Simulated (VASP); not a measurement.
# PtS2 (P-3m1) in VASP: notebook, part 2 of 2

VASP 6.6.1. The steps go on from the part before.

## Step 3: Relaxation of cell and atoms, r2SCAN+rVV10

File INCAR:

```
SYSTEM = PtS2
PREC     = Accurate       ! precision mode
ENCUT    = 600            ! plane-wave cutoff, eV
EDIFF    = 1E-7           ! SCF threshold, eV
ISMEAR   = 0              ! smearing method
SIGMA    = 0.02           ! smearing width, eV
LREAL    = .False.        ! projectors in reciprocal space
LASPH    = .True.         ! aspherical terms in the spheres
NELM     = 100            ! most SCF steps
ALGO     = Normal         ! electronic algorithm
ISIF     = 3              ! what is computed and relaxed
LWAVE    = .False.        ! write WAVECAR
LCHARG   = .False.        ! write CHGCAR
METAGGA  = R2SCAN         ! meta-GGA
LMIXTAU  = .True.       
LUSE_VDW = .True.       
IVDW_NL  = 2            
BPARAM   = 11.95        
CPARAM   = 0.0093       
IBRION   = 2              ! ionic algorithm
NSW      = 90             ! ionic steps
EDIFFG   = -0.005         ! ionic threshold
```

File KPOINTS:

```
regular mesh
0
Gamma
  9 9 6
  0 0 0
```

File POSCAR:

```
PtS2
1.0
    3.5487421900      0.0000000000      0.0000000000
   -1.7743710900      3.0733008900      0.0000000000
    0.0000000000      0.0000000000      5.5970665400
Pt S
1 2
Direct
    0.0000000000      0.0000000000      0.0000000000
    0.6666666700      0.3333333300      0.7796640600
    0.3333333300      0.6666666700      0.2203359400
```

Potentials or basis: VASP PAW PBE potentials, release 64 (Pt, S).

Command:

```console
$ cat potpaw_PBE.64/Pt/POTCAR potpaw_PBE.64/S/POTCAR > POTCAR
$ mpirun -np 1 vasp_std > vasp.out
```

OUTCAR:

```text
SYSTEM = PtS2
   PREC = Accurate
   ENCUT = 600
   EDIFF = 1E-7
   ISMEAR = 0
   LREAL = .False.
   LASPH = .True.
   NELM = 100
   ISIF = 3
   METAGGA = R2SCAN
   IVDW_NL = 2
   BPARAM = 11.95
   IBRION = 2
   NSW = 90
   EDIFFG = -0.005

 ion  position               nearest neighbor table
   1  0.000  0.000  0.000-   2 2.39   3 2.39   3 2.39   2 2.39   2 2.39   3 2.39
   2  0.667  0.333  0.780-   1 2.39   1 2.39   1 2.39
   3  0.333  0.667  0.220-   1 2.39   1 2.39   1 2.39

  LATTYP: Found a hexagonal cell.
 ALAT       =     3.5487421900
 C/A-ratio  =     1.5771972830

  Lattice vectors:

 A1 = (   3.5487421900,   0.0000000000,   0.0000000000)
 A2 = (  -1.7743710900,   3.0733008900,   0.0000000000)
 A3 = (   0.0000000000,   0.0000000000,   5.5970665400)

Analysis of symmetry for initial positions (statically):
=====================================================================
 Subroutine PRICEL returns:
 Original cell was already a primitive cell.

 Routine SETGRP: Setting up the symmetry group for a
 hexagonal supercell.

 Subroutine GETGRP returns: Found 12 space group operations
 (whereof 12 operations were pure point group operations)
 out of a pool of 24 trial point group operations.

The static configuration has the point symmetry D_3d.

Analysis of symmetry for dynamics (positions and initial velocities):
=====================================================================
 Subroutine PRICEL returns:
 Original cell was already a primitive cell.

 Routine SETGRP: Setting up the symmetry group for a
 hexagonal supercell.

 Subroutine GETGRP returns: Found 12 space group operations
 (whereof 12 operations were pure point group operations)
 out of a pool of 24 trial point group operations.

The dynamic configuration has the point symmetry D_3d.

 Subroutine INISYM returns: Found 12 space group operations
 (whereof 12 operations are pure point group operations),
 and found     1 'primitive' translations

----------------------------------------------------------------------------------------

                                     Primitive cell
[... 152 lines left out ...]
  -------------------------------------------------------------------------------------
  Total       -0.3594594     -0.3594594     -0.3859226     -0.0000000      0.0000000     -0.0000000
  in kB       -9.4345338     -9.4345339    -10.1290987     -0.0000000      0.0000000     -0.0000000
  external PRESSURE =      -9.6660555 kB  Pullay stress =       0.0000000 kB
[... 92 lines left out ...]
  FREE ENERGIE OF THE ION-ELECTRON SYSTEM (eV)
  ---------------------------------------------------
  free  energy   TOTEN  =       -68.3962640520 eV

  energy  without entropy=      -68.3962640520  energy(sigma->0) =      -68.39626405

[... ionic steps 4 to 13 ...]

--------------------------------------- Ionic step       14  -------------------------------------------

 number of electron      21.9999999 magnetization

------------------------ aborting loop because EDIFF is reached ----------------------------------------
[... 69 lines left out ...]
--------------------------------------- Ionic step       16  -------------------------------------------

 number of electron      21.9999999 magnetization

 Free energy of the ion-electron system (eV)
  ---------------------------------------------------
  ext. energy  EPLUGINS =         0.00000000
  ---------------------------------------------------
  free energy    TOTEN  =       -68.41809558 eV

  energy without entropy =      -68.41809558  energy(sigma->0) =      -68.41809558

 E-fermi :   6.2341     XC(G=0): -11.2415

 val. band max:        6.1268034053   @ k =   0.0000   0.0000   0.0000
 cond. band min:       7.1248047710   @ k =   0.3333   0.3333   0.0000
 fundamental gap:      0.9980013657
 Fermi energy:         6.2340557699

 k-point     1 :       0.0000    0.0000    0.0000
  band No.  band energies     occupation
      1      -9.6046      2.00000
      2      -6.7093      2.00000
      3      -0.8805      2.00000
      4      -0.5422      2.00000
      5      -0.5422      2.00000
      6       2.2535      2.00000
      7       2.2535      2.00000
      8       4.0761      2.00000
      9       5.0768      2.00000
     10       5.0768      2.00000
     11       6.1268      2.00000
     12       8.4463      0.00000
     13       8.4463      0.00000
     14      11.3446      0.00000
[... 401 lines left out ...]
      2      -7.1572      2.00000
      3      -0.4555      2.00000
      4      -0.1268      2.00000
      5       0.5648      2.00000
      6       0.8577      2.00000
      7       1.7295      2.00000
      8       2.9935      2.00000
      9       4.3012      2.00000
     10       4.4927      2.00000
     11       5.7679      2.00000
     12       7.2594      0.00000
     13       8.1215      0.00000
     14      12.1661      0.00000
     15      14.0699      0.00000

 [... further k-points ...]

------------------------ aborting loop because EDIFF is reached ----------------------------------------

  FORCE on cell =-STRESS in cart. coord.  units (eV):
  Direction    XX          YY          ZZ          XY          YZ          ZX
  --------------------------------------------------------------------------------------
  -------------------------------------------------------------------------------------
  Total        0.0003507      0.0003507     -0.0060456      0.0000000     -0.0000000      0.0000000
  in kB        0.0099850      0.0099850     -0.1721465      0.0000000     -0.0000000      0.0000000
  external PRESSURE =      -0.0507255 kB  Pullay stress =       0.0000000 kB
[... 18 lines left out ...]
  FREE ENERGIE OF THE ION-ELECTRON SYSTEM (eV)
  ---------------------------------------------------
  free  energy   TOTEN  =       -68.4180955845 eV

  energy  without entropy=      -68.4180955845  energy(sigma->0) =      -68.41809558

 reached required accuracy - stopping structural energy minimisation
```

OSZICAR:

```text
N       E                     dE             d eps       ncg     rms          rms(c)
DAV:   1     0.748905328197E+02    0.74891E+02   -0.11552E+04  1860   0.149E+03
DAV:   2    -0.690228375236E+02   -0.14391E+03   -0.14049E+03  2372   0.265E+02
DAV:   3    -0.754238431051E+02   -0.64010E+01   -0.63728E+01  2448   0.601E+01
DAV:   4    -0.754970636378E+02   -0.73221E-01   -0.73201E-01  2329   0.703E+00
[... 202 lines left out ...]
DAV:   1    -0.684181137881E+02   -0.25433E-04   -0.54622E-04  1979   0.211E-01    0.306E-02
DAV:   2    -0.684180995267E+02    0.14261E-04   -0.70461E-05  2007   0.966E-02    0.232E-02
DAV:   3    -0.684180969132E+02    0.26135E-05   -0.41826E-06  2092   0.235E-02    0.118E-02
DAV:   4    -0.684180956143E+02    0.12990E-05   -0.45299E-06  1937   0.144E-02    0.386E-03
DAV:   5    -0.684180955845E+02    0.29724E-07   -0.52002E-07  1923   0.690E-03
  16 F= -.68418096E+02 E0= -.68418096E+02  d E =-.721665E-05
```

CONTCAR:

```text
PtS2
   1.00000000000000
     3.5543410014886887    0.0000000000064408   -0.0000000000000001
    -1.7771704957308780    3.0781496029845203    0.0000000000000001
    -0.0000000000000001   -0.0000000000000000    5.1428489217711624
  Pt              S
     1     2
Direct
     1.0000000000000000    0.0000000000000000    0.0000000000000000
     0.6666666699999979    0.3333333300000021    0.7616135220630351
     0.3333333300000021    0.6666666699999979    0.2383864779369649

  0.00000000E+00  0.00000000E+00  0.00000000E+00
  0.00000000E+00  0.00000000E+00  0.00000000E+00
  0.00000000E+00  0.00000000E+00  0.00000000E+00
```

It took 69 min on 1 thread of Intel Xeon Platinum 8375C at 2.90GHz (Ice Lake), shared host; peak memory 0.39 GiB.

What came out:

- Free energy: -68.4181 eV
- Relaxed volume: 18.76 Å³/atom
- Relaxed cell: a = 3.554 Å, b = 3.554 Å, c = 5.143 Å, α = 90.00°, β = 90.00°, γ = 120.00°
- Space group after relaxing (to 0.05 Å): P-3m1 (No. 164)
- Energy gained by relaxing: 7.8 meV/atom
- Ionic steps: 16
- Pressure after relaxing: 0.0 GPa
- Largest force after relaxing: 0.004 eV/Å
- Band gap on the k mesh: 1.00 eV, indirect (least direct gap 1.21 eV)

Forces on the atoms (eV/Å):
```
Pt   0.000  0.000  0.000
S    0.000  0.000 -0.004
S    0.000  0.000  0.004
```

The path:
```csv
step,energy change (eV),largest force (eV/Å),pressure (GPa),volume (Å³)
1,0.0000,0.0500,-0.97,61.04
2,0.0000,0.2678,1.24,59.97
3,-0.0017,0.1583,0.13,60.50
4,-0.0042,0.1264,0.11,60.20
5,-0.0097,0.0329,0.10,59.29
6,-0.0114,0.1500,0.24,57.50
7,-0.0123,0.0694,0.18,58.24
8,-0.0148,0.0838,-0.06,58.07
9,-0.0196,0.1230,-0.75,57.53
10,-0.0181,0.1845,-1.96,56.39
11,-0.0210,0.1361,-1.13,57.15
12,-0.0231,0.0539,-0.47,56.64
13,-0.0235,0.0006,-0.02,56.31
14,-0.0235,0.0086,0.05,56.26
15,-0.0235,0.0116,0.07,56.24
16,-0.0235,0.0040,-0.01,56.27
```

Final structure:
```xyz
3
Lattice="3.5543 0.0000 0.0000 -1.7772 3.0781 0.0000 0.0000 0.0000 5.1428" Properties=species:S:1:pos:R:3 pbc="T T T"
Pt    3.5543    0.0000    0.0000
S     1.7772    1.0261    3.9169
S     0.0000    2.0521    1.2260
```

Caveat: the PAW data sets were made with another functional, which shifts forces and pressure a little; spin-orbit coupling is left out, which moves the levels of the heavy elements; an odd mesh through Γ misses points on the zone boundary, where band edges often lie. r2SCAN opens gaps a little over a GGA but as a rule still falls short of measured ones.
